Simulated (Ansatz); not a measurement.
BaSnO$_{3}$ (cubic perovskite)

```
BaSnO3
1.0
    4.17608     0.00000     0.00000
    0.00000     4.17608     0.00000
    0.00000     0.00000     4.17608
Ba Sn O
1 1 3
Cartesian
  0.00000   0.00000   0.00000
  2.08804   2.08804   2.08804
  0.00000   2.08804   2.08804
  2.08804   2.08804   0.00000
  2.08804   0.00000   2.08804
```

The slice is a {110} plane (indices of the conventional cell) through the point (0.000, 0.000, 0.000) (fractional), spanned by u = [100] and v = [011] in vectors of this cell: u (4.18 Å) and v (5.91 Å, at 90° to u). It covers one period; positions are fractions (u, v).

These are PBE (plane waves to 420 eV, PAW, scalar-relativistic; Ansatz, a program for electronic structure) values and carry that method's errors. k mesh 8×8×8. These are valence fields of a PAW run, semicore shells included where kept as valence: close to a nucleus they are smooth pseudo fields. BaSnO3 was relaxed with its symmetry unable to fall.

Task: Around which element is the density of the highest valence band (whole band, smooth part) largest on this plane?

Result: O. Mean over a disc round each atom, of radius 0.45 times the shortest bond: O 0.096, Ba 0.006, Sn 0.001 e/Å³.

Task: What is the ELF at the midpoint of the shortest Sn–O line in this plane (2.09 Å)?

Result: 0.2.

Task: What is the valence density on the shortest Sn–O line in this plane (2.09 Å), at its midpoint?

Result: 0.61 e/Å³.

Task: Sketch the electron localisation function (ELF) on this plane as a map.

Result: 
```
|xx27999620000002699972x|
|x2589984100000014899852|
|77899972000000002799987|
|99999741000000001479999|
|99997410000000000147999|
|88764100000000000014678|
|43321000000000000001233|
|00000000000000000000000|
|00000000011111100000000|
|43321000111111110001233|
|77653111112222111113567|
|99875211222222221125789|
|99986311221001221136899|
|x8887422200xx0022247888|
|xx78842210xxxx01224887x|
|xxx8842210xxxx0122488xx|
|xx78842210xxxx01224887x|
|x8887422200xx0022247888|
|99986311221001221136899|
|99875211222222221125789|
|77653111112222111113567|
|43321000111111110001233|
|00000000011111100000000|
|00000000000000000000000|
|43321000000000000001233|
|88764100000000000014678|
|99997410000000000147999|
|99999741000000001479999|
|77899972000000002799987|
|x2589984100000014899852|
|xx27999620000002699972x|
|xxx699962000000269996xx|
```
Scale: ten equal steps from 0.01 (start of '0') to 0.88 (end of '9'), in the order '0123456789'. Values: electron localisation function (ELF). The map has 23 points along u (one character each, u = 0 at the left) and 32 along v (v = 0 in the bottom row). Points within 0.4 Å of a nucleus are blanked (x), as the pseudised field means little there.
